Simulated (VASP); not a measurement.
# W (Fm-3m) in VASP: notebook

One crystal, W, is run at these levels: r2SCAN, LDA; tasks: relaxation of shape and atoms at fixed volume, relaxation of cell and atoms.

All numbers are computed with VASP 6.6.1; they aren't measurements. Logs are shortened: lines on timing, memory, paths and dates and some standing lists are left out, and cuts for length are marked.

**1. The structure**

It takes space group Fm-3m (No. 225, cubic). Conventional cell: a = 4.060 Å, b = 4.060 Å, c = 4.060 Å, α = 90.00°, β = 90.00°, γ = 90.00°. W (site symmetry m-3m) is surrounded by 12 W at 2.87 Å.

This isn't the form of W at room conditions, which is bcc.

**2. Relaxation of shape and atoms at fixed volume, r2SCAN**

The input, INCAR:

```
SYSTEM = W
PREC = Accurate ; ENCUT = 800
EDIFF = 1E-6 ; ISMEAR = -1
SIGMA = 0.05 ; LREAL = .FALSE.
LASPH = .TRUE. ; NELM = 80
ALGO = Normal ; ISIF = 4
LWAVE = .FALSE. ; LCHARG = .FALSE.
METAGGA = R2SCAN ; LMIXTAU = .TRUE.
IBRION = 2 ; NSW = 40
EDIFFG = -0.005
```

The input, KPOINTS:

```
Automatic mesh
0
G
  6 6 6
  0 0 0
```

The input, POSCAR:

```
W
1.0
    0.0000000000      2.0300000000      2.0300000000
    2.0300000000      0.0000000000      2.0300000000
    2.0300000000      2.0300000000      0.0000000000
W
1
Direct
    0.0000000000      0.0000000000      0.0000000000
```

Potentials or basis: VASP PAW PBE potentials, release 64 (W_sv).

Run with:

```console
$ cat potpaw_PBE.64/W_sv/POTCAR > POTCAR
$ mpirun -np 1 vasp_std > vasp.out
```

OUTCAR:

```text
SYSTEM = W
   PREC = Accurate
   ENCUT = 800
   EDIFF = 1E-6
   ISMEAR = -1
   LREAL = .FALSE.
   LASPH = .TRUE.
   NELM = 80
   ISIF = 4
   METAGGA = R2SCAN
   IBRION = 2
   NSW = 40
   EDIFFG = -0.005

 ion  position               nearest neighbor table
   1  0.000  0.000  0.000-

  LATTYP: Found a face centered cubic cell.
 ALAT       =     4.0600000000

  Lattice vectors:

 A1 = (   0.0000000000,   2.0300000000,   2.0300000000)
 A2 = (   2.0300000000,   0.0000000000,   2.0300000000)
 A3 = (   2.0300000000,   2.0300000000,   0.0000000000)

Analysis of symmetry for initial positions (statically):
=====================================================================
 Subroutine PRICEL returns:
 Original cell was already a primitive cell.

 Routine SETGRP: Setting up the symmetry group for a
 face centered cubic supercell.

 Subroutine GETGRP returns: Found 48 space group operations
 (whereof 48 operations were pure point group operations)
 out of a pool of 48 trial point group operations.

The static configuration has the point symmetry O_h .

Analysis of symmetry for dynamics (positions and initial velocities):
=====================================================================
 Subroutine PRICEL returns:
 Original cell was already a primitive cell.

 Routine SETGRP: Setting up the symmetry group for a
 face centered cubic supercell.

 Subroutine GETGRP returns: Found 48 space group operations
 (whereof 48 operations were pure point group operations)
 out of a pool of 48 trial point group operations.

The dynamic configuration has the point symmetry O_h .

 Subroutine INISYM returns: Found 48 space group operations
 (whereof 48 operations are pure point group operations),
 and found     1 'primitive' translations

----------------------------------------------------------------------------------------

                                     Primitive cell

  volume of cell :      16.7309

  direct lattice vectors                    reciprocal lattice vectors
     0.000000000  2.030000000  2.030000000    -0.246305419  0.246305419  0.246305419
     2.030000000  0.000000000  2.030000000     0.246305419 -0.246305419  0.246305419
     2.030000000  2.030000000  0.000000000     0.246305419  0.246305419 -0.246305419

  length of vectors
[... 76 lines left out ...]
   NFREE  =      1    steps in history (QN), initial steepest desc. (CG)
   ISIF   =      4    stress and relaxation
   ISYM   =      2    0-nonsym 1-usesym 2-fastsym
   POTIM  = 0.5000    time-step for ionic-motion
   TEBEG  =    0.0;   TEEND  =   0.0 temperature during run
   PSTRESS=    0.0 pullay stress
   NELECT =      14.0000    total number of electrons
   NUPDOWN=      -1.0000    fix difference up-down
   EMIN   =  10.00;   EMAX   =-10.00  energy-range for DOS
   EFERMI =   0.00;   METHOD = LEGACY
   ISMEAR =    -1;   SIGMA  =   0.05  broadening in eV -4-tet -1-fermi 0-gaus
   EFERMI_NEDOS =   21; number of points for ismear=-14 and -15
   IALGO  =     38    algorithm
   IMIX   =      4    mixing-type and parameters
     AMIX     =   0.40;   BMIX     =  1.00
     AMIX_MAG =   1.60;   BMIX_MAG =  1.00
  volume/ion in A,a.u.               =      16.73       112.91
  Fermi-wavevector in a.u.,A,eV,Ry     =   1.542688  2.915258 32.380324  2.379887
  Thomas-Fermi vector in A             =   2.648457
   LORBIT       =      0    0 simple, 1 ext, 2 COOP (PROOUT), +10 PAW based schemes
   METAGGA = R2SCAN    functional components
   LHFCALC =     F    Hartree Fock is set to
   AEXX    =    0.0000 exact exchange contribution
   IVDW    =     0    specifies the selected vdW correction
   LEPSILON=     F    determine dielectric tensor
   LRPA    =     F    only Hartree local field effects (RPA)
 conjugate gradient relaxation of ions
 non-spin polarized calculation
  energy-cutoff  :      800.00
  volume of cell :       16.73
 maximum number of plane-waves:       881
 NGX is ok and might be reduce to    28
   NGX = 13   NGY = 13   NGZ = 13

 number of electron      14.0000001 magnetization

 Free energy of the ion-electron system (eV)
  ---------------------------------------------------
  ext. energy  EPLUGINS =         0.00000000
  ---------------------------------------------------
  free energy    TOTEN  =       -50.73735245 eV

  energy without entropy =      -50.72242220  energy(sigma->0) =      -50.72988733

 E-fermi :  10.2450     XC(G=0): -14.6065

 val. band max:       10.2323695821   @ k =   0.3333   0.3333   0.0000
 cond. band min:      10.3640425939   @ k =  -0.3333   0.1667   0.0000
 fundamental gap:      0.1316730118
 Fermi energy:        10.2449775985

 k-point     1 :       0.0000    0.0000    0.0000
  band No.  band energies     occupation
      1     -65.5834      2.00000
      2     -28.5427      2.00000
      3     -28.5427      2.00000
      4     -28.5427      2.00000
      5       0.7007      2.00000
      6       9.5113      2.00000
      7       9.5113      2.00000
      8       9.5113      2.00000
      9      12.8207      0.00000
     10      12.8207      0.00000
     11      23.4285      0.00000
[... 197 lines left out ...]
 k-point    16 :      -0.3333    0.5000    0.1667
  band No.  band energies     occupation
      1     -65.4369      2.00000
      2     -29.4562      2.00000
      3     -29.1259      2.00000
      4     -28.9675      2.00000
      5       5.6906      2.00000
      6       6.5676      2.00000
      7       9.6795      1.99998
      8      12.5442      0.00000
      9      15.8729      0.00000
     10      19.3241      0.00000
     11      20.7556      0.00000

------------------------ aborting loop because EDIFF is reached ----------------------------------------

  FORCE on cell =-STRESS in cart. coord.  units (eV):
  Direction    XX          YY          ZZ          XY          YZ          ZX
  --------------------------------------------------------------------------------------
  -------------------------------------------------------------------------------------
  Total       -0.6693454     -0.6693454     -0.6693454      0.0000000     -0.0000000      0.0000000
  in kB      -64.0977456    -64.0977456    -64.0977456      0.0000000     -0.0000000      0.0000000
  external PRESSURE =     -64.0977456 kB  Pullay stress =       0.0000000 kB

 VOLUME and BASIS-vectors are now :
 -----------------------------------------------------------------------------
  energy-cutoff  :      800.00
  volume of cell :       16.73
      direct lattice vectors                 reciprocal lattice vectors
     0.000000000  2.030000000  2.030000000    -0.246305419  0.246305419  0.246305419
     2.030000000  0.000000000  2.030000000     0.246305419 -0.246305419  0.246305419
     2.030000000  2.030000000  0.000000000     0.246305419  0.246305419 -0.246305419

 POSITION                                       TOTAL-FORCE (eV/Angst)
 -----------------------------------------------------------------------------------
      0.00000      0.00000      0.00000         0.000000      0.000000     -0.000000
 -----------------------------------------------------------------------------------
    total drift:                               -0.000000     -0.000000     -0.000000

  FREE ENERGIE OF THE ION-ELECTRON SYSTEM (eV)
  ---------------------------------------------------
  free  energy   TOTEN  =       -50.7373524509 eV

  energy  without entropy=      -50.7224221996  energy(sigma->0) =      -50.72988733

 reached required accuracy - stopping structural energy minimisation
```

OSZICAR:

```text
N       E                     dE             d eps       ncg     rms          rms(c)
DAV:   1     0.669346282185E+02    0.66935E+02   -0.10557E+04   352   0.198E+03
DAV:   2    -0.528263776240E+02   -0.11976E+03   -0.11598E+03   382   0.440E+02
DAV:   3    -0.550577628356E+02   -0.22314E+01   -0.21627E+01   413   0.554E+01
DAV:   4    -0.550729616210E+02   -0.15199E-01   -0.15197E-01   376   0.491E+00
DAV:   5    -0.550731017837E+02   -0.14016E-03   -0.14016E-03   388   0.488E-01    0.200E+01
DAV:   6    -0.502592683682E+02    0.48138E+01   -0.23569E+00   358   0.225E+01    0.369E+00
DAV:   7    -0.508626634630E+02   -0.60340E+00   -0.17631E-01   355   0.591E+00    0.229E+00
DAV:   8    -0.504182751447E+02    0.44439E+00   -0.44926E-01   358   0.941E+00    0.275E+00
DAV:   9    -0.507028168797E+02   -0.28454E+00   -0.11683E-01   370   0.355E+00    0.136E+00
DAV:  10    -0.507340081681E+02   -0.31191E-01   -0.99424E-03   358   0.137E+00    0.674E-01
DAV:  11    -0.507373973153E+02   -0.33891E-02   -0.33611E-03   367   0.834E-01    0.627E-02
DAV:  12    -0.507372874223E+02    0.10989E-03   -0.12518E-04   376   0.162E-01    0.410E-02
DAV:  13    -0.507373522799E+02   -0.64858E-04   -0.59888E-05   355   0.127E-01    0.190E-02
DAV:  14    -0.507373362550E+02    0.16025E-04   -0.39187E-05   352   0.925E-02    0.127E-02
DAV:  15    -0.507373506784E+02   -0.14423E-04   -0.29493E-06   367   0.289E-02    0.729E-03
DAV:  16    -0.507373523771E+02   -0.16988E-05   -0.92671E-07   208   0.143E-02    0.210E-03
DAV:  17    -0.507373524509E+02   -0.73731E-07   -0.20465E-07   176   0.708E-03
   1 F= -.50737352E+02 E0= -.50729887E+02  d E =-.507374E+02
```

CONTCAR:

```text
W
   1.00000000000000
     0.0000000000000000    2.0299999999999998    2.0299999999999998
     2.0299999999999998    0.0000000000000000    2.0299999999999998
     2.0299999999999998    2.0299999999999998    0.0000000000000000
  W
     1
Direct
     0.0000000000000000    0.0000000000000000    0.0000000000000000

  0.00000000E+00  0.00000000E+00  0.00000000E+00
```

Wall time 18 s (1 thread of Intel Xeon 6975P-C (Granite Rapids), shared host); peak memory 0.17 GiB.

The run converged, but some of its settings lie outside the range that counts as converged (typed here: k = 6 × 6 × 6; ENCUT = 800; ISIF = 4), so its numbers aren't taken as properties of the crystal.

Results:

```yaml
Free_energy: -50.7374 eV
Pressure_after_relaxing: -6.4 GPa
Band_gap_on_the_k_mesh: none (metal or under the smearing width)
```

Caveat: the k mesh is coarse (spacing up to 0.45 Å⁻¹), so the values aren't converged; the relaxation stopped at its first step, so nothing moved; the PAW data sets were made with another functional, which shifts forces and pressure a little.

**3. Relaxation of cell and atoms, LDA, target pressure 2 GPa, at which the enthalpy is minimised**

The input, INCAR:

```
PREC = Accurate
ENCUT = 600
EDIFF = 1E-7
ISMEAR = -1
SIGMA = 0.05
LREAL = False
LASPH = True
NELM = 60
ALGO = Fast
ISIF = 3
LWAVE = False
LCHARG = False
GGA = CA
IBRION = 2
NSW = 40
EDIFFG = -0.01
PSTRESS = 20
```

The input, KPOINTS:

```
regular mesh
0
Gamma
  11 11 11
```

POSCAR is that of step 2.

Potentials or basis: VASP PAW LDA potentials, release 64 (W_sv).

Run with:

```console
$ cat potpaw_LDA.64/W_sv/POTCAR > POTCAR
$ mpirun -np 1 vasp_std > vasp.out
```

OUTCAR:

```text
PREC = Accurate
   ENCUT = 600
   EDIFF = 1E-7
   ISMEAR = -1
   LREAL = False
   LASPH = True
   NELM = 60
   ISIF = 3
   GGA = CA
   IBRION = 2
   NSW = 40
   EDIFFG = -0.01
   PSTRESS = 20

 ion  position               nearest neighbor table
   1  0.000  0.000  0.000-

  LATTYP: Found a face centered cubic cell.
 ALAT       =     4.0600000000

  Lattice vectors:

 A1 = (   0.0000000000,   2.0300000000,   2.0300000000)
 A2 = (   2.0300000000,   0.0000000000,   2.0300000000)
 A3 = (   2.0300000000,   2.0300000000,   0.0000000000)

Analysis of symmetry for initial positions (statically):
=====================================================================
 Subroutine PRICEL returns:
 Original cell was already a primitive cell.

 Routine SETGRP: Setting up the symmetry group for a
 face centered cubic supercell.

 Subroutine GETGRP returns: Found 48 space group operations
 (whereof 48 operations were pure point group operations)
 out of a pool of 48 trial point group operations.

The static configuration has the point symmetry O_h .

Analysis of symmetry for dynamics (positions and initial velocities):
=====================================================================
 Subroutine PRICEL returns:
[... 167 lines left out ...]
  external PRESSURE =    -181.3772352 kB  Pullay stress =      20.0000000 kB
[... 135 lines left out ...]
--------------------------------------- Ionic step        5  -------------------------------------------

 number of electron      13.9999999 magnetization

 Free energy of the ion-electron system (eV)
  ---------------------------------------------------
  ext. energy  EPLUGINS =         0.00000000
  ---------------------------------------------------
  free energy    TOTEN  =       -13.62109258 eV

  energy without entropy =      -13.61237584  energy(sigma->0) =      -13.61673421

 E-fermi :  10.9076     XC(G=0): -13.8691

 val. band max:       10.8383406904   @ k =  -0.2727   0.0909   0.0000
 cond. band min:      10.9267296018   @ k =   0.1818   0.0909   0.0000
 fundamental gap:      0.0883889114
 Fermi energy:        10.9076064333

 k-point     1 :       0.0000    0.0000    0.0000
  band No.  band energies     occupation
      1     -62.2035      2.00000
      2     -26.0174      2.00000
      3     -26.0174      2.00000
      4     -26.0174      2.00000
      5       1.8443      2.00000
      6      10.3160      1.99999
      7      10.3160      1.99999
      8      10.3160      1.99999
      9      13.5997      0.00000
     10      13.5997      0.00000
     11      23.8938      0.00000
[... 309 lines left out ...]
 k-point    24 :      -0.1818    0.1818    0.0000
  band No.  band energies     occupation
      1     -62.1152      2.00000
      2     -26.7763      2.00000
      3     -26.3361      2.00000
      4     -26.1075      2.00000
      5       5.1455      2.00000
      6       8.7448      2.00000
      7      10.2238      2.00000
      8      11.8757      0.00000
      9      11.9768      0.00000
     10      15.7106      0.00000
     11      25.6918      0.00000

 [... further k-points ...]

------------------------ aborting loop because EDIFF is reached ----------------------------------------

  FORCE on cell =-STRESS in cart. coord.  units (eV):
  Direction    XX          YY          ZZ          XY          YZ          ZX
  --------------------------------------------------------------------------------------
  -------------------------------------------------------------------------------------
  Total        0.1927708      0.1927708      0.1927708     -0.0000000      0.0000000     -0.0000000
  in kB       19.6522315     19.6522315     19.6522315     -0.0000000      0.0000000     -0.0000000
  external PRESSURE =      -0.3477685 kB  Pullay stress =      20.0000000 kB
[... 20 lines left out ...]
  energy  without entropy=      -13.6123758382  energy(sigma->0) =      -13.61673421

  enthalpy is  TOTEN    =       -13.4249104366 eV   P V=        0.1961821417

 reached required accuracy - stopping structural energy minimisation
```

Run time: 22 s. Hardware: 1 thread of Intel Xeon Platinum 8488C (Sapphire Rapids), shared host; peak memory 0.14 GiB.

What came out:

```yaml
Free_energy: -13.6211 eV
Relaxed_volume: 15.72 Å³/atom
Relaxed_cell: a = 2.812 Å, b = 2.812 Å, c = 2.812 Å, α = 60.00°, β = 60.00°, γ = 60.00°
Space_group_after_relaxing_to_0.05_Å: Fm-3m (No. 225)
Energy_change_on_relaxing_the_enthalpy_is_what_falls: -48.0 meV/atom
Ionic_steps: 5
Pressure_after_relaxing: 2.0 GPa
Band_gap_on_the_k_mesh: none (metal or under the smearing width)
```

The path:
```tsv
step	energy change (eV)	largest force (eV/Å)	pressure (GPa)	volume (Å³)
1	0.0000	0.0000	-16.14	16.73
2	0.9120	0.0000	112.17	12.55
3	-0.0486	0.0000	-0.26	15.82
4	-0.0483	0.0000	1.58	15.74
5	-0.0480	0.0000	1.97	15.72
```

Final structure:
```xyz
1
Lattice="0.0000 1.9881 1.9881 1.9881 0.0000 1.9881 1.9881 1.9881 0.0000" Properties=species:S:1:pos:R:3 pbc="T T T"
W     0.0000    0.0000    0.0000
```

Levels at points of the mesh, in eV from the Fermi level:
| k point | band 3 | band 4 | band 5 | band 6 | band 7 | band 8 | band 9 | band 10 | band 11 |
| --- | --- | --- | --- | --- | --- | --- | --- | --- | --- |
| (0.00, 0.00, 0.00) | -36.93 | -36.93 | -9.06 | -0.59 | -0.59 | -0.59 | 2.69 | 2.69 | 12.99 |

Caveat: the cell is relaxed towards a set pressure, so the enthalpy falls and the energy may rise. Spin-orbit coupling is left out, which matters for the levels of W.

**4. Relaxation of cell and atoms, LDA, target pressure 5 GPa, at which the enthalpy is minimised**

INCAR, as its differences from that of step 3:

```diff
@@ -16,2 +16,2 @@
 EDIFFG = -0.01
-PSTRESS = 20
+PSTRESS = 50
```

KPOINTS is that of step 3.

POSCAR is that of step 3.

Run with:

```console
$ cat potpaw_LDA.64/W_sv/POTCAR > POTCAR
$ mpirun -np 1 vasp_std > vasp.out
```

Run time: 23 s. Hardware: 1 thread of Intel Xeon Platinum 8488C (Sapphire Rapids), shared host; peak memory 0.15 GiB.

The run converged. Its results:

* Free energy: -13.6180 eV
* Relaxed volume: 15.57 Å³/atom
* Relaxed cell: a = 2.803 Å, b = 2.803 Å, c = 2.803 Å, α = 60.00°, β = 60.00°, γ = 60.00°
* Space group after relaxing (to 0.05 Å): Fm-3m (No. 225)
* Energy change on relaxing (the enthalpy is what falls): -45.0 meV/atom
* Ionic steps: 5
* Pressure after relaxing: 5.0 GPa
* Band gap on the k mesh: none (metal or under the smearing width)

Step by step:
```tsv
step	energy change (eV)	largest force (eV/Å)	pressure (GPa)	volume (Å³)
1	0.0000	0.0000	-16.14	16.73
2	1.4105	0.0000	148.70	11.93
3	-0.0481	0.0000	1.84	15.72
4	-0.0459	0.0000	4.33	15.61
5	-0.0450	0.0000	4.97	15.57
```

Final structure:
```xyz
1
Lattice="0.0000 1.9821 1.9821 1.9821 0.0000 1.9821 1.9821 1.9821 0.0000" Properties=species:S:1:pos:R:3 pbc="T T T"
W     0.0000    0.0000    0.0000
```

Levels at points of the mesh, in eV from the Fermi level:
```
           k point  band 5  band 6  band 7  band 8  band 9  band 10
(0.00, 0.00, 0.00)   -9.11   -0.60   -0.60   -0.60    2.73     2.73
```

Caveat: the cell is relaxed towards a set pressure, so the enthalpy falls and the energy may rise. Spin-orbit coupling is left out, which matters for the levels of W.

**5. For comparison**

An earlier run on the cell as given: functional PBEsol; potentials or basis VASP PAW PBE potentials, release 64 (W_sv); cutoff 520 eV; k mesh 11 × 11 × 11; occupations fermi-dirac, width 0.05 eV; no spin polarisation.

* Pressure: -12.3 GPa
* Band gap on the k mesh: none (metal or under the smearing width)

**6. The runs side by side**

| task | level | potentials or basis | cell | cutoff (eV) | target pressure | ladder | gap on the mesh (eV) | pressure (GPa) |
| --- | --- | --- | --- | --- | --- | --- | --- | --- |
| relaxation of cell and atoms | LDA | VASP PAW LDA potentials, release 64 (W_sv) | relaxed to 2 GPa | 600 | 2 GPa | - | none | 2.0 |
| relaxation of cell and atoms | LDA | VASP PAW LDA potentials, release 64 (W_sv) | relaxed to 5 GPa | 600 | 5 GPa | - | none | 5.0 |
| single point | PBEsol | VASP PAW PBE potentials, release 64 (W_sv) | as given | 520 | - | free | none | -12.3 |

Alike in all rows: no spin polarisation; k mesh 11 × 11 × 11; smearing fermi-dirac 0.05 eV.

Caveats: the cell is relaxed towards a set pressure, so the enthalpy falls and the energy may rise (some runs); the PAW data sets were made with another functional, which shifts forces and pressure a little (some runs).

Absolute energies hang on the potentials; compare differences alone.
